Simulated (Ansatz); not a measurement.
Computed with DFT PBE, scalar-relativistic, plane waves, PAW (Ansatz 0.2.0). Settings: cutoff 420 eV, Γ-centred meshes spaced at most about 0.3 Å⁻¹, and about 0.25 Å⁻¹ or finer for metals (2π included), Gaussian smearing. No spin polarisation.

All energies are static (0 K, no zero-point motion).

Two forms of MgGa2O2 were relaxed alike.

A. Space group P-3m1 (No. 164), trigonal, a = 3.331 Å, c = 7.296 Å. Around Mg lie 6 O at 2.18 Å; Ga is surrounded by 1 O at 1.81 Å; around O lie 1 Ga at 1.81 Å and 3 Mg at 2.18 Å.

B. Space group Immm (No. 71), orthorhombic, a = 2.889 Å, b = 6.990 Å, c = 10.321 Å. Mg is surrounded by 4 O at 2.02 Å; Ga has 2 O at 2.10 Å; O has 2 Mg at 2.02 Å and 2 Ga at 2.10 Å.

Question: Which form is favoured at zero pressure, and by what margin per atom?

Answer: A is lower, by 251 meV/atom. A has space group P-3m1 (No. 164), 14.0 Å³/atom and no gap on its mesh; B has space group Immm (No. 71), 20.8 Å³/atom and a gap of 0.59 eV. Counting O atoms around Ga and Mg (those within 1.25 times the shortest such distance or 1.15 times the sum of covalent radii), A has Mg 6, Ga 1 and B has Mg 4, Ga 2. Both come from invented guesses.

No dispersion correction is applied, so the spacing and binding between layers, chains or molecules are poorly described (Immm), and this can change margins and order among such cells. Kohn–Sham gaps at this level usually fall short of measured ones. Cells relaxed within their symmetry can be saddle points.
